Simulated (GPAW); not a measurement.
# MnS (Browneite): one coupling from two orders, and a test

Aim: get Heisenberg couplings of MnS (Browneite) from the energies of collinear orders, with pencil and paper, and test them on an order left out of the fit.

Program: GPAW 26.7.0. Level of theory: PBE with U = 4 eV on Mn d; plane waves with GPAW's PAW setups, scalar-relativistic. Results are calculated unless marked as measured.

### 1. The structure

Symmetry: F-43m, No. 216, cubic system. The conventional cell has a = 5.600 Å, b = 5.600 Å, c = 5.600 Å, α = 90.00°, β = 90.00°, γ = 90.00°. Mn has 4 S at 2.42 Å nearest. Nearest to S lie 4 Mn at 2.42 Å. Farther neighbours and most contacts between anions are not listed.

### 2. The parallel order

All energies count from this run. A Hubbard term is added for the open shell, at a value in common use.

order1.py reads:

```python
import json
import numpy as np
from ase import Atoms
from ase.parallel import paropen, parprint
from gpaw import GPAW

atoms = Atoms(['Mn', 'S'],
    cell=[[0.0, 2.8, 2.8],
         [2.8, 0.0, 2.8],
         [2.8, 2.8, 0.0]],
    scaled_positions=[[0.0, 0.0, 0.0],
         [0.25, 0.25, 0.25]],
    pbc=True,
    magmoms=[4.5, 0.0])
atoms.calc = GPAW(mode={'name': 'pw', 'ecut': 550},
    xc='PBE',
    kpts={'size': (10, 10, 10), 'gamma': True},
    occupations={'name': 'fermi-dirac', 'width': 0.02},
    convergence={'density': 1e-05, 'energy': 1e-05},
    maxiter=200,
    setups={'Mn': ':d,4.0'},
    txt='order1.txt')
e = atoms.get_potential_energy(force_consistent=True)
res = {'free_energy': e, 'energy_sigma0': atoms.get_potential_energy(), 'fermi_energy': atoms.calc.get_fermi_level()}
res['moments'] = atoms.get_magnetic_moments().tolist()
res['total'] = atoms.get_magnetic_moment()
parprint('site moments (muB):', np.round(res['moments'], 3))
parprint(f"total moment: {res['total']:.3f} muB")
parprint(f'free energy: {e:.6f} eV')
atoms.calc.write('order1.gpw')
n = atoms.calc.get_pseudo_density()
up, down = (atoms.calc.get_pseudo_density(spin=i) for i in (0, 1))
np.savez('grids.npz', density=n, spin=up - down)
with paropen('results.json', 'w') as f:
    json.dump(res, f)
```

Command:

```bash
OMP_NUM_THREADS=1 mpirun -n 2 gpaw python order1.py > order1.log
```

Log:

```text
site moments (muB): [4.49  0.033]
total moment: 5.000 muB
free energy: -14.229316 eV

--- order1.txt ---
Input parameters:
  mode=PW(ecut=550),
  convergence={'density': 1e-05, 'energy': 1e-05},
  kpts=MonkhorstPack(size=(10, 10, 10), gamma=True),
  maxiter=200,
  occupations=Occupations(name='fermi-dirac', width=0.02),
  setups={'Mn': ':d,4.0'},
  xc=XC(name='PBE')

Diagonalizing LCAO Hamiltonian
[...]
|         13 |         5.861 |     0.000 |         9.773 |     0.000 |
|         14 |        10.698 |     0.000 |        11.722 |     0.000 |
|         15 |        10.698 |     0.000 |        11.722 |     0.000 |
|         16 |        10.698 |     0.000 |        11.722 |     0.000 |

Gap: 1.241 eV
Transition (v -> c):
  (s=0, k=0, n=12, [0.00, 0.00, 0.00]) -> (s=1, k=41, n=8, [0.50, 0.50, 0.00])
Direct/indirect transitions are different
Direct gap: 1.315 eV
Transition at: (s=0, k=0, n=12, [0.00, 0.00, 0.00])

[key lines of the parts left out:]
Free energy:     -14.229316
Converged in 11 steps
dipole moment: (-15.083850, -15.083850, -15.083850)  # |e|*Ang
Fermi level: 5.012
```

It took 21 s on 2 MPI ranks of Arm Neoverse V2, shared host; peak memory 0.41 GiB.

Spin moment in the augmentation sphere by atom:

```tsv
atom	spin moment in the augmentation sphere (μB)
Mn1	4.49
S2	0.03
```

This step gave:

```yaml
magnetization: 5 μB
final_state: ferromagnetic
```

After 11 cycles the largest moment stands at 4.49 μB.

### 3. The orders used for the fit

The other orders were run with the same settings, on meshes that hold the same points. Free energies (smearing 0.02 eV, its entropy term included) are divided by the number of Mn atoms; q is in fractions of the reciprocal vectors of the first run's cell.

```tsv
order	atoms	mesh	free energy (eV)	eV per Mn	largest moment (μB)
F +	2	10×10×10	-14.2293	-14.2293	4.49
AF q=(0,0,1/2) +-	4	10×10×5	-28.6208	-14.3104	4.43
```

### 4. Counting neighbours

With E = −Σ J e_i·e_j over ordered pairs of unit vectors, turning a neighbour from parallel to opposed costs 2J a Mn atom. So an order lies 2 Σ n J over the parallel one, n being the opposed neighbours in each shell.

```tsv
shell	distance (Å)	neighbours	opposed in AF q=(0,0,1/2) +-	opposed in AF q=(0,1/2,1/2) +-
J1	3.96	12	6	8
J2	5.60	6	6	0
```

Only J1 is kept.

### 5. Solving

```
2 × 6 × J1 = -81.07 meV    (AF q=(0,0,1/2) +-)
J1 = -6.76 meV
```

### 6. The test

The couplings now give the orders that were left out:

```
2 × 8 × (-6.76) = -108.16 meV    (AF q=(0,1/2,1/2) +-)
```

The runs themselves:

```tsv
order	atoms	mesh	free energy (eV)	eV per Mn	largest moment (μB)	over the parallel order (meV)	foretold (meV)
AF q=(0,1/2,1/2) +-	4	10×5×10	-28.6691	-14.3345	4.41	-105.23	-108.16
```

### 7. Outcome

```json
{
 "J1 (Mn–Mn at 3.96 Å)": "-6.76 meV",
 "largest miss on the orders left out": "2.9 meV"
}
```

The model misses the order left out by 2.9 meV, 2.8 % of the span of the orders, so it holds on this test. The first dropped shell that the test feels is J2 at 5.60 Å. The site moments spread by 1.8 % over the orders. The couplings are effective ones: further shells with opposed neighbours are folded into them or show in the miss. No mean-field temperature is given: it needs a model that holds, an unfrustrated order and couplings in all three dimensions.

[Logs and program files are shortened in this print: banners, set-up blocks, solver, clock and traceback lines can be left out without a mark of their own.]

[Logs are printed without paths, hosts, clocks, repeated set-up lines and the standing remarks that a program may print on its own settings, such as how far it seeks lower states.]

[Hosts, paths, dates, database ids (printed as entryN), source tags and the programs' standing remarks are cut or masked in the printed files.]

[Where a cell is said to come from a database of computed structures, the database is the Materials Project.]
